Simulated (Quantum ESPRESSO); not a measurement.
# C (Fd-3m) in Quantum ESPRESSO: settings compared, part 3 of 3

Quantum ESPRESSO 7.5. The steps go on from the part before.

### Step 5. Wannier functions, LDA

File pw.in:

```
&CONTROL
  calculation = 'scf'
  prefix = 'pwscf'
  outdir = './tmp'
  pseudo_dir = './pseudo'
  tprnfor = .true.
  tstress = .true.
  disk_io = 'low'
/
&SYSTEM
  ibrav = 0
  nat = 2
  ntyp = 1
  ecutwfc = 82
  nbnd = 9
  occupations = 'smearing'
  smearing = 'fd'
  degauss = 0.00367493
/
&ELECTRONS
  conv_thr = 4d-10
  electron_maxstep = 120
  mixing_beta = 0.5
/
ATOMIC_SPECIES
C     12.0110 C.upf
CELL_PARAMETERS angstrom
   0.0000000000    1.7833700000    1.7833700000
   1.7833700000    0.0000000000    1.7833700000
   1.7833700000    1.7833700000    0.0000000000
ATOMIC_POSITIONS crystal
C      0.7500000000    0.7500000000    0.7500000000
C      0.5000000000    0.5000000000    0.5000000000
K_POINTS automatic
10 10 10 0 0 0
```

File nscf.in:

```
&CONTROL
  calculation = 'nscf'
  prefix = 'pwscf'
  outdir = './tmp'
  pseudo_dir = './pseudo'
  disk_io = 'low'
/
&SYSTEM
  ibrav = 0
  nat = 2
  ntyp = 1
  ecutwfc = 82
  nbnd = 16
  occupations = 'smearing'
  smearing = 'fd'
  degauss = 0.00367493
  nosym = .true.
  noinv = .true.
/
&ELECTRONS
  conv_thr = 1d-09
  electron_maxstep = 120
  mixing_beta = 0.5
  diago_full_acc = .true.
/
ATOMIC_SPECIES
C     12.0110 C.upf
CELL_PARAMETERS angstrom
   0.0000000000    1.7833700000    1.7833700000
   1.7833700000    0.0000000000    1.7833700000
   1.7833700000    1.7833700000    0.0000000000
ATOMIC_POSITIONS crystal
C      0.7500000000    0.7500000000    0.7500000000
C      0.5000000000    0.5000000000    0.5000000000
K_POINTS crystal
512
  0.00000000   0.00000000   0.00000000 1.95312500e-03
  0.00000000   0.00000000   0.12500000 1.95312500e-03
  0.00000000   0.00000000   0.25000000 1.95312500e-03
  0.00000000   0.00000000   0.37500000 1.95312500e-03
  0.00000000   0.00000000   0.50000000 1.95312500e-03
  0.00000000   0.00000000   0.62500000 1.95312500e-03
[... 504 lines left out ...]
  0.87500000   0.87500000   0.75000000 1.95312500e-03
  0.87500000   0.87500000   0.87500000 1.95312500e-03
```

File pw2wan.in:

```
&INPUTPP
  prefix = 'pwscf'
  outdir = './tmp'
  seedname = 'w'
  write_mmn = .true.
  write_amn = .true.
  scdm_proj = .true.
  scdm_entanglement = 'erfc'
  scdm_mu = 21.31
  scdm_sigma = 1
/
```

File bands.in:

```
&CONTROL
  calculation = 'bands'
  prefix = 'pwscf'
  outdir = './tmp'
  pseudo_dir = './pseudo'
  disk_io = 'low'
/
&SYSTEM
  ibrav = 0
  nat = 2
  ntyp = 1
  ecutwfc = 82
  nbnd = 16
  occupations = 'smearing'
  smearing = 'fd'
  degauss = 0.00367493
/
&ELECTRONS
  conv_thr = 1d-08
  electron_maxstep = 120
  mixing_beta = 0.5
  diago_full_acc = .true.
/
ATOMIC_SPECIES
C     12.0110 C.upf
CELL_PARAMETERS angstrom
   0.0000000000    1.7833700000    1.7833700000
   1.7833700000    0.0000000000    1.7833700000
   1.7833700000    1.7833700000    0.0000000000
ATOMIC_POSITIONS crystal
C      0.7500000000    0.7500000000    0.7500000000
C      0.5000000000    0.5000000000    0.5000000000
K_POINTS crystal
77
  0.00000000   0.00000000   0.00000000 1
  0.04166700   0.00000000   0.04166700 1
  0.08333300   0.00000000   0.08333300 1
  0.12500000   0.00000000   0.12500000 1
  0.16666700   0.00000000   0.16666700 1
  0.20833300   0.00000000   0.20833300 1
[... 69 lines left out ...]
  0.53125000   0.06250000   0.53125000 1
  0.50000000   0.00000000   0.50000000 1
```

File w.win:

```
num_wann = 8
num_bands = 16
auto_projections = true
dis_num_iter = 0
num_iter = 400
conv_tol = 1.0d-9
conv_window = 4
num_print_cycles = 40
fermi_energy = 15.2172
bands_plot = true
write_hr = true
mp_grid = 8 8 8
begin unit_cell_cart
ang
  0.0000000000   1.7833700000   1.7833700000
  1.7833700000   0.0000000000   1.7833700000
  1.7833700000   1.7833700000   0.0000000000
end unit_cell_cart
begin atoms_frac
C    0.7500000000   0.7500000000   0.7500000000
C    0.5000000000   0.5000000000   0.5000000000
end atoms_frac
begin kpoint_path
G   0.0000000000   0.0000000000   0.0000000000  X   0.5000000000   0.0000000000   0.5000000000
X   0.5000000000   0.0000000000   0.5000000000  W   0.5000000000   0.2500000000   0.7500000000
W   0.5000000000   0.2500000000   0.7500000000  K   0.3750000000   0.3750000000   0.7500000000
K   0.3750000000   0.3750000000   0.7500000000  G   0.0000000000   0.0000000000   0.0000000000
G   0.0000000000   0.0000000000   0.0000000000  L   0.5000000000   0.5000000000   0.5000000000
L   0.5000000000   0.5000000000   0.5000000000  U   0.6250000000   0.2500000000   0.6250000000
U   0.6250000000   0.2500000000   0.6250000000  W   0.5000000000   0.2500000000   0.7500000000
W   0.5000000000   0.2500000000   0.7500000000  L   0.5000000000   0.5000000000   0.5000000000
L   0.5000000000   0.5000000000   0.5000000000  K   0.3750000000   0.3750000000   0.7500000000
U   0.6250000000   0.2500000000   0.6250000000  X   0.5000000000   0.0000000000   0.5000000000
end kpoint_path
bands_num_points = 12
begin kpoints
  0.00000000   0.00000000   0.00000000
  0.00000000   0.00000000   0.12500000
  0.00000000   0.00000000   0.25000000
  0.00000000   0.00000000   0.37500000
  0.00000000   0.00000000   0.50000000
  0.00000000   0.00000000   0.62500000
[... 504 lines left out ...]
  0.87500000   0.87500000   0.75000000
  0.87500000   0.87500000   0.87500000
end kpoints
```

Potentials or basis: PseudoDojo 0.4.1 SR LDA standard.

Command:

```console
> OMP_NUM_THREADS=1 pw.x -in pw.in > pw.out
> OMP_NUM_THREADS=1 pw.x -in nscf.in > nscf.out
> wannier90.x -pp w
> OMP_NUM_THREADS=1 pw2wannier90.x -in pw2wan.in > pw2wan.out
> wannier90.x w
> OMP_NUM_THREADS=1 pw.x -in bands.in > bands.out
```

pw.out:

```text
This program is part of the open-source Quantum ESPRESSO suite
     for quantum simulation of materials; please cite
[... 9 lines left out ...]
     --------------------
     sticks:   dense  smooth     PW     G-vecs:    dense   smooth      PW
     Sum         511     511    163                 7727     7727    1411

     Using Slab Decomposition

     bravais-lattice index     =            0
     lattice parameter (alat)  =       4.7660  a.u.
     unit-cell volume          =      76.5510 (a.u.)^3
     number of atoms/cell      =            2
     number of atomic types    =            1
     number of electrons       =         8.00
     number of Kohn-Sham states=            9
     kinetic-energy cutoff     =      82.0000  Ry
     charge density cutoff     =     328.0000  Ry
     scf convergence threshold =      4.0E-10
     mixing beta               =       0.5000
     number of iterations used =            8  plain     mixing
     Exchange-correlation= SLA  PW   NOGX NOGC
[... 316 lines left out ...]
     0.4924   0.4924   6.8097   6.8097  17.8869  17.8869  29.7361  29.7361
    36.0297

          k = 0.2828 0.1414 0.0000 (   956 PWs)   bands (ev):

    -6.3915   8.1485   8.9004  11.2376  19.2400  22.5047  23.0593  25.7484
    33.3173

          k = 0.3536 0.2121-0.0707 (   962 PWs)   bands (ev):
[... 71 lines left out ...]
     1.2168   1.2168   4.9549   4.9549  22.4437  22.4437  26.5697  26.5697
    34.3274

     the Fermi energy is    15.3189 ev

!    total energy              =     -24.12853999 Ry
     estimated scf accuracy    <          9.2E-12 Ry
     smearing contrib. (-TS)   =       0.00000000 Ry
     internal energy E=F+TS    =     -24.12853999 Ry

     The total energy is F=E-TS. E is the sum of the following terms:
     one-electron contribution =       8.19702341 Ry
     hartree contribution      =       1.91377351 Ry
     xc contribution           =      -8.66464841 Ry
     ewald contribution        =     -25.57468850 Ry

     convergence has been achieved in  10 iterations

     Forces acting on atoms (cartesian axes, Ry/au):

     atom    1 type  1   force =     0.00000000    0.00000000    0.00000000
     atom    2 type  1   force =     0.00000000    0.00000000    0.00000000

     Total force =     0.000000     Total SCF correction =     0.000000

     Computing stress (Cartesian axis) and pressure

          total   stress  (Ry/bohr**3)                   (kbar)     P=     -112.10
  -0.00076205   0.00000000  -0.00000000         -112.10        0.00       -0.00
   0.00000000  -0.00076205  -0.00000000            0.00     -112.10       -0.00
  -0.00000000  -0.00000000  -0.00076205           -0.00       -0.00     -112.10

=------------------------------------------------------------------------------=
   JOB DONE.
=------------------------------------------------------------------------------=
```

w-pp.out:

```text
b_k Directions (Ang^-1)                          |
 |                           -----------------------                          |
 |            No.           x           y           z                         |
 |            ---        --------------------------------                     |
 |             1         0.220201    0.220201   -0.220201                     |
 |             2         0.220201   -0.220201    0.220201                     |
 |             3        -0.220201    0.220201    0.220201                     |
 |             4         0.220201    0.220201    0.220201                     |
 +----------------------------------------------------------------------------+

 Time to get kmesh              0.256 (sec)
 *============================================================================*
 |                              MEMORY ESTIMATE                               |
 *============================================================================*
 |                        Disentanglement           22.91 Mb                  |
 |                            Wannierise:           12.52 Mb                  |
 |                          plot_wannier:           12.52 Mb                  |
 *----------------------------------------------------------------------------*

 Starting a new Wannier90 calculation ...

 Time to write kmesh            0.307 (sec)

 Exiting... w.nnkp written.
```

It took 3 min on 1 thread of Arm Neoverse N1, shared host; peak memory 0.14 GiB.

What came out:

```
Free energy                   : -328.2855 eV
Pressure                      : -11.2 GPa
Band gap on the k mesh        : 4.18 eV, indirect (least direct gap 5.56 eV)
Band gap along the path       : 4.14 eV, indirect (least direct gap 5.56 eV)
Total Wannier spread          : 6.69 Å² over 8 functions
RMS miss of the Wannier bands : 0.010 eV
```

Levels at the corners of the path, in eV from the valence-band top:
| point | band 2 | band 3 | band 4 | band 5 | band 6 | band 7 |
| --- | --- | --- | --- | --- | --- | --- |
| Γ | 0.00 | 0.00 | 0.00 | 5.56 | 5.56 | 5.56 |
| X | -12.64 | -6.32 | -6.32 | 4.76 | 4.76 | 16.61 |
| W | -11.80 | -8.38 | -8.38 | 10.49 | 10.49 | 12.34 |
| K | -11.61 | -9.38 | -5.38 | 5.67 | 10.69 | 14.24 |
| Γ | 0.00 | 0.00 | 0.00 | 5.56 | 5.56 | 5.56 |
| L | -13.39 | -2.81 | -2.81 | 8.42 | 8.42 | 9.04 |
| U | -11.61 | -9.38 | -5.38 | 5.67 | 10.69 | 14.24 |
| W | -11.80 | -8.38 | -8.38 | 10.49 | 10.49 | 12.34 |
| L | -13.39 | -2.81 | -2.81 | 8.42 | 8.42 | 9.04 |
| K | -11.61 | -9.38 | -5.38 | 5.67 | 10.69 | 14.24 |
| U | -11.61 | -9.38 | -5.38 | 5.67 | 10.69 | 14.24 |
| X | -12.64 | -6.32 | -6.32 | 4.76 | 4.76 | 16.61 |

Wannier functions:
```tsv
function	nearest atom	distance (Å)	spread (Å²)	on-site energy from the reference level (eV)
1	2 C	0.49	0.84	-1.24
2	2 C	0.49	0.84	-1.24
3	1 C	0.49	0.84	-1.24
4	1 C	0.49	0.84	-1.24
5	1 C	0.49	0.84	-1.24
6	2 C	0.49	0.84	-1.24
7	1 C	0.49	0.84	-1.24
8	2 C	0.49	0.84	-1.24
```

Parts of the spread (Å²): invariant 5.57, diagonal 0.070, off-diagonal 1.06, total 6.69. Against the direct bands the interpolation misses by 10 meV (root mean square) and 51 meV at most, for states up to 1 eV over the reference level.

### Step 6. Overview

| task | level | potentials or basis | cell | k mesh | smearing | iterations | mixing beta | form of the LDA correlation | q mesh | k mesh for the Wannier functions | other keys | gap on the mesh (eV) | pressure (GPa) |
| --- | --- | --- | --- | --- | --- | --- | --- | --- | --- | --- | --- | --- | --- |
| energy-loss spectrum | PBEsol | Ansatz NC SR PBE | volume scaled by 0.88 | 9 × 9 × 9 | gaussian 0.272 eV | 300 | 0.9 | - | - | - | verbose = yes; mixing_beta = 0.9 | 4.30 | 66.3 |
| phonon dispersion | LDA | PseudoDojo 0.4.1 SR LDA standard | relaxed | 14 × 14 × 14 | methfessel-paxton 0.272 eV | - | 0.5 | PW92 | 2 × 2 × 2 | - | - | 4.20 | -0.1 |
| Wannier functions | LDA | PseudoDojo 0.4.1 SR LDA standard | as given | 10 × 10 × 10 | fermi-dirac 0.05 eV | - | 0.5 | PW92 | - | 8 × 8 × 8 | - | 4.18 | -11.2 |

Alike in all rows: no spin polarisation; cutoff (eV) 1116.

Caveats: the potentials were made for another functional, which shifts forces and pressure (some runs); an odd mesh through Γ misses points on the zone boundary, where band edges often lie (some runs); this smearing can shift energies of a crystal with a gap (some runs); on a mesh that holds Γ this program's dielectric tensor can be off by some percent beyond the error of the mesh (some runs).

Total energies depend on the potentials used, so only differences within one code and one set of settings carry meaning.
